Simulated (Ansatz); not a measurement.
Runs of Ansatz 0.2.0 on SnSe. The cell holds a slab with vacuum, 4 atoms: a = 4.285 Å, b = 4.285 Å, c = 10.991 Å, α = 90.00°, β = 90.00°, γ = 90.00°. 

```tsv
task	level	cell	k mesh	cutoff (eV)	points for each segment of the path	screening (1/Å)	share of exact exchange	mesh quality	gap on the mesh (eV)	V0 of scaled cells (Å³/atom)	B0 (GPa)	largest force (eV/Å)
equation of state	PBEsol	as given	6 × 6 × 3	420	-	-	-	not flagged	-	(b)	28	-
relaxation of cell and atoms	HSE06	relaxed	4 × 4 × 2	420	-	-	-	not flagged	2.19	-	-	-
band structure	LDA	as given	6 × 6 × 3	420	14	-	-	not flagged	-	-	-	0.24
equation of state	r2SCAN	as given	6 × 6 × 3	500	-	-	-	not flagged	-	50.47	28	-
single point	HSE06 form with a typed share of exact exchange	as given	3 × 3 × 2	420	-	0.6	0.25	coarse	1.65	-	-	(a)
band structure	PBE0	as given	4 × 4 × 2	420	4	-	-	not flagged	-	-	-	0.11
single point	HSE06 form with a typed share of exact exchange	as given	3 × 3 × 2	420	-	0.2	0.25	coarse	2.02	-	-	0.36
single point	HSE06 form with a typed share of exact exchange	as given	3 × 3 × 2	420	-	0.4	0.25	coarse	1.77	-	-	0.45
```

Alike in all rows: potentials or basis Ansatz PAW; no spin polarisation; smearing fermi-dirac 0.05 eV.

Task: Fill in the values left out.

Result: (a) 0.52; (b) 49.18.

Caveats: some runs use coarse meshes; the PAW data sets come from PBE, with cores solved anew for the run's functional, which leaves a small shift of forces and pressure; spin-orbit coupling is left out, which moves the levels of the heavy elements (some runs); odd divisions of the mesh miss points on the zone boundary, where band edges often lie, so the gap on the mesh can be too wide (some runs); the cell was scaled at fixed shape and fractional positions, which overstates the stiffness of a crystal with free parameters, most of all of layers and chains (some runs); the k mesh misses the band edges, so the gap on the mesh is wider than the one along the path (some runs); the plane-wave basis is chosen anew once the cell has moved, so the energies of steps on either side of that aren't comparable (some runs).

A k mesh can miss the band edges, and the runs leave out spin-orbit coupling on Se, Sn.

Not every run made on this cell is shown here.
